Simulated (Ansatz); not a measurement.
A run of Ansatz 0.2.0:

The input input.yaml:

```yaml
crystal:
  lattice:
    - [2.34465, -1.7134, 0.0]
    - [2.34465, 1.7134, 0.0]
    - [-0.8605543552, 0.0, 5.0594363927]
  atoms:
    - { symbol: Cu, position: [0.4968, 0.0032, 0.5] }
    - { symbol: Cu, position: [0.0032, 0.4968, 0.0] }
    - { symbol: O, position: [0.4056, 0.5714, 0.7537] }
    - { symbol: O, position: [0.5714, 0.4056, 0.2537] }
hamiltonian:
  xc: pbesol
  pseudopotentials: { kind: paw }
kpoints:
  mp_grid: { grid: [10, 10, 5] }
scf:
  occupations: { method: fermi_dirac, width: 0.05 }
output:
  forces: true
  stress: true
  eigenvalues: true
```

Potentials or basis: Ansatz PAW.

Run with:

```bash
$ ansatz run input.yaml --threads 2 --pin off --max-ram 5632MiB --backend cpu --events-out ev --progress --plain --runs-dir out
```

Hardware: 2 threads of Intel(R) Xeon(R) 6975P-C (Granite Rapids) (shared host).

Estimate the wall time of this run.

Wall time 4.1 s on 2 threads of Intel(R) Xeon(R) 6975P-C (Granite Rapids), with other jobs on the host, peak memory 0.43 GiB. Counts: scf iterations 8, plane waves 789, k points 141, bands 30.
